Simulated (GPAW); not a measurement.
# NiO (Fm-3m) in GPAW: further runs, part 3 of 3

GPAW 26.7.0. The steps go on from the part before.

## 4. Equation of state, PBE, collinear spin, ferromagnetic start

Input file run.py:

```python
from ase import Atoms
from ase.eos import EquationOfState
from ase.io import Trajectory
from ase.units import GPa
from gpaw import GPAW, PW

atoms = Atoms(['Ni', 'O'],
              cell=[[0.0, 2.0859016414, 2.0859016414],
                    [2.0859016414, 0.0, 2.0859016414],
                    [2.0859016414, 2.0859016414, 0.0]],
              scaled_positions=[[0.0, 0.0, 0.0],
                                [0.5, 0.5, 0.5]],
              pbc=True)
atoms.set_initial_magnetic_moments([1.0, 0.0])

traj = Trajectory('eos.traj', 'w')
volumes, energies = [], []
for x in [0.94, 0.96, 0.98, 1.0, 1.02, 1.04, 1.06]:
    a = atoms.copy()
    a.set_cell(atoms.cell * x**(1 / 3), scale_atoms=True)
    calc = GPAW(mode=PW(800),
                xc='PBE',
                kpts={'size': (8, 8, 8), 'gamma': True},
                occupations={'name': 'fermi-dirac', 'width': 0.05},
                setups={'Ni': 'v3'},
                nbands=-11,
                convergence={'density': 1e-05, 'energy': 1e-05},
                maxiter=150,
                txt=f'eos-{x:.2f}.txt')
    a.calc = calc
    energies.append(a.get_potential_energy(force_consistent=True))
    volumes.append(a.get_volume())
    p = -a.get_stress()[:3].mean() / GPa
    calc.write(f'eos-{x:.2f}.gpw')
    traj.write(a)
    print(f'{x:.2f} {volumes[-1]:10.4f} A^3 {energies[-1]:14.6f} eV {p:9.3f} GPa', flush=True)

v0, e0, B = EquationOfState(volumes, energies, eos='birchmurnaghan').fit()
print(f'V0 = {v0:.4f} A^3, E0 = {e0:.6f} eV, B0 = {B / GPa:.2f} GPa')
```

Potentials or basis: GPAW PAW data sets (gpaw-data 1.2.1), newer versions, pw.

Run with:

```console
> OMP_NUM_THREADS=1 python run.py
```

The program printed:

```text
__  _  _
 | _ |_)|_||  |
 |__||  | ||/\| - 26.7.0

Input parameters:
  mode=PW(ecut=800.0),
  convergence={'density': 1e-05, 'energy': 1e-05},
  kpts=MonkhorstPack(size=(8, 8, 8), gamma=True),
  maxiter=150,
  nbands=-11,
  occupations=Occupations(name='fermi-dirac', width=0.05),
  setups={'Ni': 'v3'},
  xc=XC(name='PBE')

Diagonalizing LCAO Hamiltonian
Converting LCAO to pw mode

              O

       Ni

Atoms  # Å, Bohr magnetons
|   | symbol |        x |        y |        z |    initial magnetic moments |
|---|--------|----------|----------|----------|-----------------------------|
| 0 |     Ni | 0.000000 | 0.000000 | 0.000000 | ( 0.0000,  0.0000,  1.0000) |
| 1 |      O | 2.043320 | 2.043320 | 2.043320 | ( 0.0000,  0.0000,  0.0000) |

Unit cell  # Å
| periodic |        x |        y |        z |  lengths |    angles |
|----------|----------|----------|----------|----------|-----------|
|      yes | 0.000000 | 2.043320 | 2.043320 | 2.889691 | 60.000000 |
|      yes | 2.043320 | 0.000000 | 2.043320 | 2.889691 | 60.000000 |
|      yes | 2.043320 | 2.043320 | 0.000000 | 2.889691 | 60.000000 |

Number of symmetries: 48
Symmetry operations  # r_c * U_cc + t_c -> r_c
|    | kind |            matrix            |
|----|------|------------------------------|
|  0 |  σ   |  1, 0, 0,  1, 0,-1,  1,-1, 0 |
|  1 |  C2  |  1, 0, 0,  1,-1, 0,  1, 0,-1 |
|  2 |  E   |  1, 0, 0,  0, 1, 0,  0, 0, 1 |
|  3 |  σ   |  1, 0, 0,  0, 0, 1,  0, 1, 0 |
|  4 |  C4  |  1, 0,-1,  1, 0, 0,  1,-1, 0 |
|  5 |  S6  |  1, 0,-1,  1,-1, 0,  1, 0, 0 |
|  6 |  σ   |  1, 0,-1,  0, 1,-1,  0, 0,-1 |
|  7 |  C3  |  1, 0,-1,  0, 0,-1,  0, 1,-1 |
|  8 |  S6  |  1,-1, 0,  1, 0, 0,  1, 0,-1 |
|  9 |  C4  |  1,-1, 0,  1, 0,-1,  1, 0, 0 |
| 10 |  C3  |  1,-1, 0,  0,-1, 1,  0,-1, 0 |
| 11 |  σ   |  1,-1, 0,  0,-1, 0,  0,-1, 1 |
| 12 |  σ   |  0, 1, 0,  1, 0, 0,  0, 0, 1 |
| 13 |  C4  |  0, 1, 0,  0, 1,-1, -1, 1, 0 |
| 14 |  C3  |  0, 1, 0,  0, 0, 1,  1, 0, 0 |
| 15 |  S6  |  0, 1, 0, -1, 1, 0,  0, 1,-1 |
| 16 |  C2  |  0, 1,-1,  1, 0,-1,  0, 0,-1 |
| 17 |  σ   |  0, 1,-1,  0, 1, 0, -1, 1, 0 |
| 18 |  S4  |  0, 1,-1,  0, 0,-1,  1, 0,-1 |
| 19 |  C4  |  0, 1,-1, -1, 1, 0,  0, 1, 0 |
| 20 |  C3  |  0, 0, 1,  1, 0, 0,  0, 1, 0 |
| 21 |  σ   |  0, 0, 1,  0, 1, 0,  1, 0, 0 |
| 22 |  S6  |  0, 0, 1,  0,-1, 1, -1, 0, 1 |
[... 136 lines left out ...]
  Trust region scale: 1.0
  Backstep threshold: 4.0
  History deletion threshold: 6.0
  Fourier metric: weight=20.0, sigma=0.015

occupation numbers:
  Fermi-Dirac:
    width: 0.0500  # eV

poisson solver:
  ecut: 6400.0  # eV

xc functional:
  name: PBE with 2 nearest neighbor stencil

convergence criteria:
- Maximum integral of absolute [dens]ity change: 1e-05 electrons / valence electron
- Maximum [total energy] change in last 3 cyles: 1e-05 eV / valence electron
- Maximum integral of absolute [eigenst]ate change: 4e-08 eV^2 / valence electron
maximum number of iterations: 150

SCF iterations
|iter     | |      energy | eigst |  dens |  magmom |
|---------|-|-------------|-------|-------|---------|
|iter:   1| |  -13.465262 | +0.15 |       |  +1.0005|
|iter:   2| |  -13.367214 | -2.47 | -1.18 |  +0.9913|
|iter:   3| |  -13.171174 | -1.63 | -1.21 |  +0.8507|
|iter:   4| |  -13.182360 | -2.47 | -1.71 |  +0.8366|
|iter:   5| |  -13.150253 | -2.89 | -1.75 |  +0.8189|
|iter:   6| |  -13.156663 | -3.47 | -2.18 |  +0.8141|
|iter:   7| |  -13.157713 | -5.11 | -2.52 |  +0.8366|
|iter:   8| |  -12.995045 | -1.79 | -2.51 |  +2.6685|
|iter:   9| |  -13.164173 | -1.86 | -1.45 |  +0.9470|
|iter:  10| |  -13.169178 | -3.25 | -2.61 |  +1.3057|
|iter:  11| |  -13.170301 | -4.41 | -2.82 |  +1.2094|
|iter:  12| |  -13.170224 | -5.75 | -3.37 |  +1.2271|
|iter:  13| |  -13.170196c| -6.75 | -3.90 |  +1.2307|
|iter:  14| |  -13.170196c| -8.16c| -4.38 |  +1.2309|
|iter:  15| |  -13.170192c| -8.59c| -4.84 |  +1.2313|
|iter:  16| |  -13.170191c| -9.39c| -5.52c|  +1.2315|

Converged in 16 steps
Energy contributions relative to reference atoms: (reference = -43416.539643)

Energy contributions:
  Kinetic:          23.150964
  Coulomb:         -18.723011
  Zero:              0.227959
  External:          0.000000
  Xc:              -17.819779
  Entropy:          -0.012647
  Spinorbit:         0.000000
  ----------------------------
  Free energy:     -13.176514
  Extrapolated:    -13.170191

dipole moment: (-12.008994, -12.008994, -12.008994)  # |e|*Ang

Total magnetic moment: (0.000000, 0.000000, 1.231546)

Local magnetic moments
|        x |        y |        z |
|----------|----------|----------|
| 0.000000 | 0.000000 | 1.048067 |  # Ni   0
| 0.000000 | 0.000000 | 0.129526 |  # O    1

Fermi level: 10.127
Eigenvalues  # (at kpt = [0.000, 0.000, 0.000])
| band index |      eig [eV] | occ [0-1] |      eig [eV] | occ [0-1] |
|------------|---------------|-----------|---------------|-----------|
|          0 |       -94.017 |     1.000 |       -92.703 |     1.000 |
|        ... |               |           |               |           |
|          5 |         6.630 |     1.000 |         6.935 |     1.000 |
|          6 |         6.630 |     1.000 |         6.935 |     1.000 |
|          7 |         6.630 |     1.000 |         6.935 |     1.000 |
|          8 |         7.269 |     1.000 |         8.074 |     1.000 |
|          9 |         7.269 |     1.000 |         8.074 |     1.000 |
|         10 |         7.482 |     1.000 |         8.074 |     1.000 |
[... 8 lines left out ...]
|         19 |        33.381 |     0.000 |        33.742 |     0.000 |
|         20 |        33.381 |     0.000 |        33.742 |     0.000 |
|        ... |               |           |               |           |
|         22 |        36.564 |     0.000 |        37.063 |     0.000 |

No gap
No difference between direct/indirect transitions

Stress tensor  # eV/Ang^3
|         x |         y |         z |
|-----------|-----------|-----------|
| -0.101440 |  0.000000 |  0.000000 |
|  0.000000 | -0.101440 | -0.000000 |
|  0.000000 | -0.000000 | -0.101440 |

# Writing to eos-0.94.gpw (mode='')
```

eos-0.96.txt:

```text
SCF iterations
|iter     | |      energy | eigst |  dens |  magmom |
|---------|-|-------------|-------|-------|---------|
|iter:   1| |  -13.489936 | +0.16 |       |  +1.0005|
|iter:   2| |  -13.391654 | -2.47 | -1.18 |  +0.9919|
|iter:   3| |  -13.199269 | -1.62 | -1.22 |  +0.8571|
|iter:   4| |  -13.207067 | -2.47 | -1.71 |  +0.8480|
[... 67 lines left out ...]
|        ... |               |           |               |           |
|         22 |        35.861 |     0.000 |        36.532 |     0.000 |

No gap
No difference between direct/indirect transitions

Stress tensor  # eV/Ang^3
|         x |         y |         z |
|-----------|-----------|-----------|
| -0.096466 |  0.000000 |  0.000000 |
|  0.000000 | -0.096466 | -0.000000 |
|  0.000000 | -0.000000 | -0.096466 |

# Writing to eos-0.96.gpw (mode='')
```

It took 3.5 min on 1 thread of Intel Xeon 6975P-C (Granite Rapids), shared host; peak memory 0.32 GiB.

Results:

- Equilibrium volume: 9.42 Å³/atom (rough: see the caveat)
- Bulk modulus: 194 GPa (rough)

Energy against volume, from the lowest point:
```csv
volume (Å³/atom),energy (meV/atom)
8.531,53.38
8.713,33.64
8.894,17.95
9.076,7.37
9.257,1.54
9.439,0.00
9.620,2.32
```

Caveat: the fit is doubtful: noisy points or a state that changes with volume.

## 5. Equation of state, C09-vdW, collinear spin, ferromagnetic start

Input file run.py:

```python
from ase.eos import EquationOfState
from ase.io import Trajectory
from ase.spacegroup import crystal
from ase.units import GPa
from gpaw import GPAW, PW

# Ni 4a
# O 4b
atoms = crystal(['Ni', 'O'],
                basis=[[0.0, 0.0, 0.0],
                       [0.5, 0.0, 0.0]],
                spacegroup=225, setting=1,  # Fm-3m
                cellpar=[4.17180328, 4.17180328, 4.17180328, 90.0, 90.0, 90.0],
                primitive_cell=True)
atoms.set_initial_magnetic_moments([1.0, 0.0])

traj = Trajectory('eos.traj', 'w')
volumes, energies = [], []
for x in [0.94, 0.96, 0.98, 1.0, 1.02, 1.04, 1.06]:
    a = atoms.copy()
    a.set_cell(atoms.cell * x**(1 / 3), scale_atoms=True)
    calc = GPAW(mode=PW(800),
                xc={'name': 'C09-vdW', 'backend': 'libvdwxc'},
                kpts={'size': (8, 8, 8), 'gamma': True},
                occupations={'name': 'fermi-dirac', 'width': 0.05},
                nbands=22,
                convergence={'density': 1e-05, 'energy': 1e-05},
                maxiter=150,
                txt=f'eos-{x:.2f}.txt')
    a.calc = calc
    energies.append(a.get_potential_energy(force_consistent=True))
    volumes.append(a.get_volume())
    calc.write(f'eos-{x:.2f}.gpw')
    traj.write(a)
    print(f'{x:.2f} {volumes[-1]:10.4f} A^3 {energies[-1]:14.6f} eV', flush=True)

v0, e0, B = EquationOfState(volumes, energies, eos='birchmurnaghan').fit()
print(f'V0 = {v0:.4f} A^3, E0 = {e0:.6f} eV, B0 = {B / GPa:.2f} GPa')
```

Potentials or basis: GPAW PAW data sets (gpaw-data 1.2.1), pw.

Run with:

```console
> OMP_NUM_THREADS=1 python run.py
```

Wall time 2.9 min (1 thread of Intel Xeon Platinum 8488C (Sapphire Rapids), shared host); peak memory 0.42 GiB.

It converged, with:

* Equilibrium volume: 9.03 Å³/atom (rough: see the caveat)
* Bulk modulus: 192 GPa (rough)

Energy against volume, from the lowest point:
| volume (Å³/atom) | energy (meV/atom) |
| --- | --- |
| 8.531 | 20.56 |
| 8.713 | 8.09 |
| 8.894 | 1.53 |
| 9.076 | 0.00 |
| 9.257 | 3.00 |
| 9.439 | 10.06 |
| 9.620 | 17.68 |

Caveat: the fit is doubtful: noisy points or a state that changes with volume; the PAW data sets were made with another functional, which shifts forces and pressure a little.

## 6. Comparison with measurements

Step 2. Against the measured gap of NiO, 4.3 eV (quoted in “Local correlations, non-local screening, multiplets, and band formation in NiO”, 2012, arxiv:1210.6675), the calculated 0.00 eV is off by -4.30 eV. So large a miss can be the level of theory's own, or it may mean another phase, state or a wrong row. The value is that of PBE, without temperature or zero-point motion. Semilocal functionals fall short of measured gaps as a rule. The run's magnetic order (collinear spin, ferromagnetic start) needn't be the measured crystal's.
